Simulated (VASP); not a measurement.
# TiSe2 (P-3m1) in VASP: settings compared

One crystal, TiSe2, is run at these levels: PBE, LDA; tasks: band structure, density of states, phonons.

The COD entry that gives the cell may itself be a prediction, so a difference from it is no test against experiment.

Program: VASP 6.6.1. These are calculated values, not measurements. Logs are shortened: lines on timing, memory, paths and dates and some standing lists are left out, and cuts for length are marked.

**1. The structure**

Symmetry: P-3m1, No. 164, trigonal system. Conventional cell: a = 3.484 Å, b = 3.484 Å, c = 5.857 Å, α = 90.00°, β = 90.00°, γ = 120.00°. Ti (site symmetry -3m) has 6 Se at 2.54 Å as nearest neighbours. Around Se (site symmetry 3m) lie 3 Ti at 2.54 Å.

**2. Band structure, PBE, spin-orbit coupling, no magnetisation**

INCAR reads:

```
PREC     = Accurate       # precision mode
ENCUT    = 520            # plane-wave cutoff, eV
EDIFF    = 1E-6           # SCF threshold, eV
ISMEAR   = 1              # smearing method
SIGMA    = 0.1            # smearing width, eV
LREAL    = False          # projectors in reciprocal space
LASPH    = True           # aspherical terms in the spheres
NELM     = 80             # most SCF steps
ALGO     = Normal         # electronic algorithm
ISIF     = 2              # what is computed and relaxed
LWAVE    = False          # write WAVECAR
LCHARG   = False          # write CHGCAR
MAGMOM   = 0 0 0 0 0 0 0 0 0 # initial moments
LORBIT   = 11             # projections on sites
LSORBIT  = True           # spin-orbit coupling
GGA_COMPAT= False        
LMAXMIX  = 4              # l up to which the mixer works
GGA      = PE             # functional
NBANDS   = 37             # bands
KPAR     = 4
```

KPOINTS reads:

```
Automatic mesh
0
Gamma
  12 12 6
```

POSCAR reads:

```
TiSe2                                   
1.0
    3.4835335887     -0.0000000000      0.0000000000
   -1.7417667943      3.0168285828     -0.0000000000
    0.0000000000      0.0000000000      5.8570485974
  Ti              Se            
     1     2
Direct
     0.0000000000000000    0.0000000000000000    0.0000000000000000
     0.3333333332999970    0.6666666667000030    0.2651999706857799
     0.6666666667000030    0.3333333332999970    0.7348000293142201
```

KPOINTS_OPT reads:

```
explicit points
213
Reciprocal
 0.0000000000  0.0000000000  0.0000000000 1
 0.0357142857  0.0000000000  0.0000000000 1
 0.0714285714  0.0000000000  0.0000000000 1
 0.1071428571  0.0000000000  0.0000000000 1
 0.1428571429  0.0000000000  0.0000000000 1
 0.1785714286  0.0000000000  0.0000000000 1
[... 205 lines left out ...]
 0.5000000000  0.0000000000  0.0334448200 1
 0.5000000000  0.0000000000 -0.0334448200 1
```

Potentials or basis: VASP PAW PBE potentials, release 64 (Ti_sv, Se).

On the command line:

```
$ cat potpaw_PBE.64/Ti_sv/POTCAR potpaw_PBE.64/Se/POTCAR > POTCAR
$ mpirun -np 4 vasp_ncl > vasp.out
```

OUTCAR:

```text
PREC = Accurate
   ENCUT = 520
   EDIFF = 1E-6
   ISMEAR = 1
   LREAL = False
   LASPH = True
   NELM = 80
   ISIF = 2
   LORBIT = 11
   LSORBIT = True
   GGA = PE

 ion  position               nearest neighbor table
   1  0.000  0.000  0.000-   2 2.54   3 2.54   3 2.54   2 2.54   3 2.54   2 2.54
   2  0.333  0.667  0.265-   1 2.54   1 2.54   1 2.54
   3  0.667  0.333  0.735-   1 2.54   1 2.54   1 2.54

  LATTYP: Found a hexagonal cell.
 ALAT       =     3.4835335887
 C/A-ratio  =     1.6813526978

  Lattice vectors:

 A1 = (   3.4835335887,   0.0000000000,   0.0000000000)
 A2 = (  -1.7417667943,   3.0168285828,   0.0000000000)
 A3 = (   0.0000000000,   0.0000000000,   5.8570485974)

Analysis of symmetry for initial positions (statically):
=====================================================================
 Subroutine PRICEL returns:
 Original cell was already a primitive cell.

 Routine SETGRP: Setting up the symmetry group for a
 hexagonal supercell.

 Subroutine GETGRP returns: Found 12 space group operations
 (whereof 12 operations were pure point group operations)
 out of a pool of 24 trial point group operations.

The static configuration has the point symmetry D_3d.

Analysis of symmetry for dynamics (positions and initial velocities):
=====================================================================
 Subroutine PRICEL returns:
 Original cell was already a primitive cell.

 Routine SETGRP: Setting up the symmetry group for a
 hexagonal supercell.

 Subroutine GETGRP returns: Found 12 space group operations
 (whereof 12 operations were pure point group operations)
 out of a pool of 24 trial point group operations.

The dynamic configuration has the point symmetry D_3d.

Analysis of structural, dynamic, and magnetic symmetry:
=====================================================================
 Subroutine PRICEL returns:
 Original cell was already a primitive cell.

 Routine SETGRP: Setting up the symmetry group for a
 hexagonal supercell.

 Subroutine GETGRP returns: Found 12 space group operations
 (whereof 12 operations were pure point group operations)
 out of a pool of 24 trial point group operations.

The overall configuration has the point symmetry D_3d.

 Subroutine INISYM returns: Found 12 space group operations
 (whereof 12 operations are pure point group operations),
 and found     1 'primitive' translations

----------------------------------------------------------------------------------------

                                     Primitive cell

  volume of cell :      61.5530

  direct lattice vectors                    reciprocal lattice vectors
     3.483533589  0.000000000  0.000000000     0.287064836  0.165736961  0.000000000
    -1.741766794  3.016828583  0.000000000     0.000000000  0.331473921  0.000000000
     0.000000000  0.000000000  5.857048597     0.000000000  0.000000000  0.170734455

  length of vectors
     3.483533589  3.483533589  5.857048597     0.331473921  0.331473921  0.170734455

  position of ions in fractional coordinates (direct lattice)
     0.000000000  0.000000000  0.000000000
     0.333333333  0.666666667  0.265199971
     0.666666667  0.333333333  0.734800029

  ion indices of the primitive-cell ions
   primitive index   ion index
                 1           1
                 2           2
                 3           3

----------------------------------------------------------------------------------------

 KPOINTS: Automatic mesh

Automatic generation of k-mesh.
 Grid dimensions read from file:
 generate k-points for:   12   12    6

 Generating k-lattice:

  Cartesian coordinates                     Fractional coordinates (reciprocal lattice)
     0.023922070  0.013811413  0.000000000     0.083333333 -0.000000000  0.000000000
[... 77 lines left out ...]
   IMIX   =      4    mixing-type and parameters
     AMIX     =   0.40;   BMIX     =  1.00
     AMIX_MAG =   1.60;   BMIX_MAG =  1.00
  volume/ion in A,a.u.               =      20.52       138.46
  Fermi-wavevector in a.u.,A,eV,Ry     =   1.195993  2.260100 19.461774  1.430400
  Thomas-Fermi vector in A             =   2.331945
   LORBIT       =     11    0 simple, 1 ext, 2 COOP (PROOUT), +10 PAW based schemes
   GGA     = PE    functional components
   LHFCALC =     F    Hartree Fock is set to
   AEXX    =    0.0000 exact exchange contribution
   IVDW    =     0    specifies the selected vdW correction
   LEPSILON=     F    determine dielectric tensor
   LRPA    =     F    only Hartree local field effects (RPA)
 Methfessel and Paxton  Order N= 1 SIGMA  =   0.10
  energy-cutoff  :      520.00
  volume of cell :       61.55
 maximum number of plane-waves:      3380
 NGX is ok and might be reduce to    28
   NGX = 13   NGY = 13   NGZ = 21

 number of electron      24.0000002 magnetization       0.0000000      0.0000000     -0.0000000

 number of electron      24.0000002 magnetization       0.0000000      0.0000000      0.0000000

 number of electron      24.0000002 magnetization      -0.0000000     -0.0000000      0.0000000

 number of electron      24.0000002 magnetization      -0.0000000     -0.0000000     -0.0000000

 Free energy of the ion-electron system (eV)
  ---------------------------------------------------
  ext. energy  EPLUGINS =         0.00000000
  ---------------------------------------------------
  free energy    TOTEN  =       -18.17221707 eV

  energy without entropy =      -18.17227631  energy(sigma->0) =      -18.17223682

 E-fermi :   5.3934     XC(G=0): -10.3027

 val. band max:        5.3877398290   @ k =   0.0833   0.0000   0.0000
 cond. band min:       5.4127500226   @ k =   0.5000   0.0000   0.1667
 fundamental gap:      0.0250101936
 Fermi energy:         5.3933775493

 k-point     1 :       0.0000    0.0000    0.0000
  band No.  band energies     occupation
      1     -52.1327      1.00000
      2     -52.1327      1.00000
      3     -28.7908      1.00000
      4     -28.7908      1.00000
      5     -28.1458      1.00000
      6     -28.1458      1.00000
[... 925 lines left out ...]
     35      12.4076      0.00000
     36      12.4076      0.00000

 [... further k-points ...]

 [bands above 36 left out]

------------------------ aborting loop because EDIFF is reached ----------------------------------------

  FORCE on cell =-STRESS in cart. coord.  units (eV):
  Direction    XX          YY          ZZ          XY          YZ          ZX
  --------------------------------------------------------------------------------------
  -------------------------------------------------------------------------------------
  Total        1.3605608      1.3605608      1.4303171      0.0000000      0.0000000      0.0000000
  in kB       35.4143329     35.4143329     37.2300361      0.0000000      0.0000000      0.0000000
  external PRESSURE =      36.0195673 kB  Pullay stress =       0.0000000 kB

 VOLUME and BASIS-vectors are now :
 -----------------------------------------------------------------------------
  energy-cutoff  :      520.00
  volume of cell :       61.55
      direct lattice vectors                 reciprocal lattice vectors
     3.483533589  0.000000000  0.000000000     0.287064836  0.165736961  0.000000000
    -1.741766794  3.016828583  0.000000000     0.000000000  0.331473921  0.000000000
     0.000000000  0.000000000  5.857048597     0.000000000  0.000000000  0.170734455

 POSITION                                       TOTAL-FORCE (eV/Angst)
 -----------------------------------------------------------------------------------
      0.00000      0.00000      0.00000        -0.000000      0.000000      0.000000
     -0.00000      2.01122      1.55329        -0.000000     -0.000000     -0.006045
      1.74177      1.00561      4.30376         0.000000      0.000000      0.006045
 -----------------------------------------------------------------------------------
    total drift:                               -0.000000     -0.000000      0.000000

  FREE ENERGIE OF THE ION-ELECTRON SYSTEM (eV)
  ---------------------------------------------------
  free  energy   TOTEN  =       -18.1722170735 eV

  energy  without entropy=      -18.1722763110  energy(sigma->0) =      -18.17223682

 Spin-Orbit-Coupling matrix elements

 Ion:    1  E_soc:     -0.0122788
 l=   1
     0.0000000    -0.0017687    -0.0017609
    -0.0017687     0.0000000    -0.0017687
    -0.0017609    -0.0017687     0.0000000
 l=   2
     0.0000000    -0.0000767     0.0000000    -0.0000767    -0.0001359
    -0.0000767     0.0000000    -0.0001335    -0.0001313    -0.0000767
     0.0000000    -0.0001335     0.0000000    -0.0001335     0.0000000
    -0.0000767    -0.0001313    -0.0001335     0.0000000    -0.0000767
    -0.0001359    -0.0000767     0.0000000    -0.0000767     0.0000000
 l=   3
     0.0000000     0.0000000     0.0000000     0.0000000     0.0000000     0.0000000     0.0000000
     0.0000000     0.0000000     0.0000000     0.0000000     0.0000000     0.0000000     0.0000000
     0.0000000     0.0000000     0.0000000     0.0000000     0.0000000     0.0000000     0.0000000
     0.0000000     0.0000000     0.0000000     0.0000000     0.0000000     0.0000000     0.0000000
[... 29 lines left out ...]
 l=   2
     0.0000000    -0.0000000     0.0000000    -0.0000000     0.0000000
    -0.0000000     0.0000000     0.0000024     0.0000039    -0.0000000
     0.0000000     0.0000024     0.0000000     0.0000024     0.0000000
    -0.0000000     0.0000039     0.0000024     0.0000000    -0.0000000
     0.0000000    -0.0000000     0.0000000    -0.0000000     0.0000000
 l=   3
     0.0000000     0.0000000     0.0000000     0.0000000     0.0000000     0.0000000     0.0000000
     0.0000000     0.0000000     0.0000000     0.0000000     0.0000000     0.0000000     0.0000000
     0.0000000     0.0000000     0.0000000     0.0000000     0.0000000     0.0000000     0.0000000
     0.0000000     0.0000000     0.0000000     0.0000000     0.0000000     0.0000000     0.0000000
     0.0000000     0.0000000     0.0000000     0.0000000     0.0000000     0.0000000     0.0000000
     0.0000000     0.0000000     0.0000000     0.0000000     0.0000000     0.0000000     0.0000000
     0.0000000     0.0000000     0.0000000     0.0000000     0.0000000     0.0000000     0.0000000

 total charge

# of ion       s       p       d       tot
------------------------------------------
    1        2.181   6.165   1.858  10.205
    2        1.475   2.358   0.039   3.872
    3        1.475   2.358   0.039   3.872
--------------------------------------------------
tot          5.131  10.882   1.936  17.949

 magnetization (x)

# of ion       s       p       d       tot
------------------------------------------
    1        0.000   0.000   0.000   0.000
    2        0.000   0.000  -0.000   0.000
    3        0.000   0.000  -0.000   0.000
--------------------------------------------------
tot          0.000   0.000  -0.000   0.000

 magnetization (y)

# of ion       s       p       d       tot
------------------------------------------
    1       -0.000   0.000   0.000  -0.000
    2        0.000   0.000   0.000   0.000
    3        0.000   0.000   0.000   0.000
--------------------------------------------------
tot          0.000   0.000   0.000   0.000

 magnetization (z)

# of ion       s       p       d       tot
------------------------------------------
    1       -0.000   0.000  -0.000  -0.000
    2        0.000   0.000   0.000   0.000
    3        0.000   0.000   0.000   0.000
--------------------------------------------------
tot         -0.000   0.000  -0.000  -0.000
```

Run time: 5.7 min. Hardware: 4 MPI ranks of Intel Xeon Platinum 8488C (Sapphire Rapids), shared host; peak memory 0.75 GiB.

Results:

| Property | Result |
| --- | --- |
| Free energy | -18.1722 eV |
| Pressure | 3.6 GPa |
| Largest force | 0.006 eV/Å |
| Valence electrons inside the program's atomic spheres | Ti 10.21; Se 3.87 |

Forces in eV/Å, atoms in the order of the input:
```
Ti   0.000  0.000  0.000
Se   0.000  0.000 -0.006
Se   0.000  0.000  0.006
```

**3. Density of states, PBE**

POSCAR is that of step 2.

INCAR.step1 reads:

```
PREC     = Accurate       # precision mode
ENCUT    = 520            # plane-wave cutoff, eV
EDIFF    = 1E-6           # SCF threshold, eV
ISMEAR   = 1              # smearing method
SIGMA    = 0.1            # smearing width, eV
LREAL    = False          # projectors in reciprocal space
LASPH    = True           # aspherical terms in the spheres
NELM     = 80             # most SCF steps
ALGO     = Normal         # electronic algorithm
ISIF     = 2              # what is computed and relaxed
LWAVE    = False          # write WAVECAR
LCHARG   = True           # write CHGCAR
LMAXMIX  = 4              # l up to which the mixer works
GGA      = PE             # functional
NBANDS   = 19             # bands
KPAR     = 4
```

KPOINTS.step1 reads:

```
Automatic mesh
0
Gamma
  12 12 6
```

INCAR.step2 reads:

```
PREC     = Accurate       # precision mode
ENCUT    = 520            # plane-wave cutoff, eV
EDIFF    = 1E-6           # SCF threshold, eV
ISMEAR   = -5             # smearing method
SIGMA    = 0.1            # smearing width, eV
LREAL    = False          # projectors in reciprocal space
LASPH    = True           # aspherical terms in the spheres
NELM     = 80             # most SCF steps
ALGO     = Normal         # electronic algorithm
ISIF     = 2              # what is computed and relaxed
LWAVE    = False          # write WAVECAR
LCHARG   = False          # write CHGCAR
LMAXMIX  = 4              # l up to which the mixer works
GGA      = PE             # functional
LORBIT   = 11             # projections on sites
NBANDS   = 19             # bands
KPAR     = 4            
NEDOS    = 2001           # points of the DOS
ICHARG   = 11             # starting density
```

KPOINTS.step2 reads:

```
Automatic mesh
0
Gamma
  18 18 9
```

Potentials or basis: VASP PAW PBE potentials, release 64 (Ti_sv, Se).

On the command line:

```
$ cat potpaw_PBE.64/Ti_sv/POTCAR potpaw_PBE.64/Se/POTCAR > POTCAR
$ cp INCAR.step1 INCAR
$ cp KPOINTS.step1 KPOINTS
$ mpirun -np 4 vasp_std > vasp.out
$ cp INCAR.step2 INCAR
$ cp KPOINTS.step2 KPOINTS
$ mpirun -np 4 vasp_std > vasp.out
```

Wall time 97 s (4 MPI ranks of Intel Xeon Platinum 8488C (Sapphire Rapids), shared host); peak memory 0.42 GiB.

Results (log left out):

| Item | Value |
| --- | --- |
| Valence electrons inside the program's atomic spheres | Ti 10.20; Se 3.88 |

Levels at points of the mesh, in eV from the Fermi level:
```csv
k point,band 10,band 11,band 12,band 13,band 14,band 15
"(0.00, 0.00, 0.00)",0.37,0.50,0.50,0.57,0.60,0.60
"(0.50, 0.00, 0.00)",-2.87,-2.25,-1.44,0.04,1.46,1.88
```

States per cell in windows of 1 eV (zero at the Fermi level; states under -8 eV left out):
```csv
from (eV),total,Ti1_d,Se2_p,Se3_p,Ti1_s,Ti1_p,Se2_d
-8.0,0.00,0.00,0.00,0.00,0.00,0.00,0.00
-7.0,0.00,0.00,0.00,0.00,0.00,0.00,0.00
-6.0,0.51,0.03,0.09,0.09,0.03,0.00,0.00
-5.0,2.58,0.19,0.47,0.47,0.06,0.05,0.00
-4.0,1.72,0.18,0.32,0.32,0.04,0.04,0.01
-3.0,4.05,0.89,0.78,0.78,0.02,0.06,0.02
-2.0,2.37,0.34,0.52,0.52,0.01,0.06,0.01
-1.0,0.86,0.20,0.18,0.18,0.00,0.02,0.00
0.0,1.91,1.21,0.11,0.11,0.01,0.01,0.02
1.0,4.11,3.02,0.21,0.21,0.02,0.02,0.01
2.0,1.44,0.87,0.11,0.11,0.00,0.01,0.02
3.0,2.58,1.47,0.27,0.27,0.01,0.01,0.03
4.0,0.04,0.02,0.00,0.00,0.00,0.00,0.00
5.0,0.32,0.02,0.01,0.01,0.02,0.01,0.02
6.0,1.43,0.07,0.04,0.04,0.12,0.05,0.09
7.0,1.87,0.11,0.08,0.08,0.11,0.08,0.11
```

Caveat: tetrahedron occupations give inexact forces and stress in metals.

(Part 1 of 2 ends here.)
